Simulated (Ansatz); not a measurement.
**Molecular dynamics of H5C2**

The input (input.yaml):

```yaml
accuracy: low
crystal:
  lattice:
    - [5.408, 0.0, 0.0]
    - [0.0, 4.887, 0.0]
    - [-1.839948, 0.0, 7.038481]
  atoms:
    - { symbol: H, position: [0.1321, 0.9048, 0.1836] }
    - { symbol: H, position: [0.8679, 0.4048, 0.3164] }
    - { symbol: H, position: [0.8679, 0.0952, 0.8164] }
    - { symbol: H, position: [0.1321, 0.5952, 0.6836] }
    - { symbol: H, position: [0.2331, 0.8633, 0.0017] }
    - { symbol: H, position: [0.7669, 0.3633, 0.4983] }
    - { symbol: H, position: [0.7669, 0.1367, 0.9983] }
    - { symbol: H, position: [0.2331, 0.6367, 0.5017] }
    - { symbol: H, position: [0.4453, 0.2289, 0.1812] }
    - { symbol: H, position: [0.5547, 0.7289, 0.3188] }
    - { symbol: H, position: [0.5547, 0.7711, 0.8188] }
    - { symbol: H, position: [0.4453, 0.2711, 0.6812] }
    - { symbol: H, position: [0.1842, 0.38, 0.1612] }
    - { symbol: H, position: [0.8158, 0.88, 0.3388] }
    - { symbol: H, position: [0.8158, 0.62, 0.8388] }
    - { symbol: H, position: [0.1842, 0.12, 0.6612] }
    - { symbol: H, position: [0.2905, 0.3353, 0.982] }
    - { symbol: H, position: [0.7095, 0.8353, 0.518] }
    - { symbol: H, position: [0.7095, 0.6647, 0.018] }
    - { symbol: H, position: [0.2905, 0.1647, 0.482] }
    - { symbol: C, position: [0.1379, 0.9861, 0.0631] }
    - { symbol: C, position: [0.8621, 0.4861, 0.4369] }
    - { symbol: C, position: [0.8621, 0.0139, 0.9369] }
    - { symbol: C, position: [0.1379, 0.5139, 0.5631] }
    - { symbol: C, position: [0.2772, 0.2574, 0.1] }
    - { symbol: C, position: [0.7228, 0.7574, 0.4] }
    - { symbol: C, position: [0.7228, 0.7426, 0.9] }
    - { symbol: C, position: [0.2772, 0.2426, 0.6] }
basis:
  ecutwfc: 250.0
kpoints:
  mp_grid: { grid: [2, 2, 2] }
hamiltonian:
  xc: pbe
  dispersion: d3bj
scf:
  occupations: { method: fermi_dirac, width: 0.05 }
  lower_state_search: "off"
md:
  timestep: 0.5
  n_steps: 200
  ensemble: nvt_langevin
  temperature: 1200.0
  initial_velocities: maxwell_boltzmann
  seed: 398866
  friction: 0.02
```

Launched with:

```bash
$ ansatz run input.yaml --threads 1 --pin off --max-ram 3072MiB --backend cpu --events-out ev --progress --plain --runs-dir out
```

It starts from an unrelaxed structure (largest force component 5.59 eV/Å).

Output, in part (step lines):

```
md step     0: t =     0.00 fs  T =  1157.1 K  F+E_penalty+E_count = -2318.60663954 eV  E_kin = 4.188024 eV  (7 SCF iters)
[... lines left out ...]
```

The steps, from the saved trajectory:

| time (fs) | T (K) | potential energy less start (eV) |
| --- | --- | --- |
| 0.0 | 1157 | 0.000 |
| 3.0 | 2587 | -5.787 |
| 6.0 | 466 | 1.829 |
| 9.0 | 1839 | -3.387 |
| 12.0 | 1244 | -1.151 |
| 15.0 | 1919 | -4.337 |
| 18.0 | 651 | -0.333 |
| 21.0 | 1564 | -3.642 |
| 24.0 | 1194 | -2.306 |
| 27.0 | 1675 | -4.130 |
| 30.0 | 878 | -0.876 |
| 33.0 | 1516 | -3.243 |
| 36.0 | 1610 | -3.736 |
| 39.0 | 1325 | -2.427 |
| 42.0 | 903 | -1.395 |
| 45.0 | 1266 | -2.955 |
| 48.0 | 1706 | -4.588 |
| 51.0 | 1142 | -3.213 |
| 54.0 | 976 | -2.486 |
| 57.0 | 1244 | -3.197 |
| 60.0 | 1435 | -4.304 |
| 63.0 | 1251 | -2.939 |
| 66.0 | 1009 | -2.584 |
| 69.0 | 1081 | -3.034 |
| 72.0 | 1184 | -3.194 |
| 75.0 | 1292 | -3.280 |
| 78.0 | 1162 | -2.634 |
| 81.0 | 1390 | -3.492 |
| 84.0 | 1563 | -4.140 |
| 87.0 | 1101 | -3.076 |
| 90.0 | 901 | -2.798 |
| 93.0 | 1166 | -3.293 |
| 96.0 | 1441 | -4.473 |
| 99.0 | 1153 | -3.633 |

All steps were run. A run of 0.1 ps of so small a system gives no equilibrium averages. The plane-wave cutoff is below what these datasets need, so energies and pressures aren't converged. Limits of this set-up: coarse k mesh, low accuracy level.

Mean squared displacements from the first frame to the last, about the centre of mass: H 0.56 Å², C 0.20 Å².

Last frame:

```xyz
28
Lattice="5.4080 0.0000 0.0000 0.0000 4.8870 0.0000 -1.8399 0.0000 7.0385" Properties=species:S:1:pos:R:3
H 0.553 4.487 1.521
H 4.470 1.882 2.004
H 2.952 1.098 6.075
H -0.837 2.385 4.947
H 1.304 4.619 -0.081
H 3.504 1.023 3.038
H 2.652 1.149 7.710
H 0.580 2.794 3.769
H 2.325 1.780 1.665
H 2.533 3.606 2.419
H 1.175 3.988 6.353
H 1.279 0.338 3.797
H 0.576 2.439 1.056
H 4.041 4.068 2.554
H 2.782 3.091 6.198
H 0.735 0.571 5.454
H 0.126 2.380 6.969
H 3.026 3.711 3.999
H 4.023 3.174 0.539
H -0.297 -0.130 4.045
C 0.802 5.242 0.664
C 4.096 1.975 2.960
C 2.969 0.382 6.986
C -0.261 2.073 3.999
C 1.473 1.764 0.793
C 3.394 3.365 3.005
C 2.264 3.914 6.714
C 0.399 0.686 4.303
```

The run took 5.3 min on 1 thread of Arm Neoverse V1, on a shared host, peak memory 0.35 GiB.
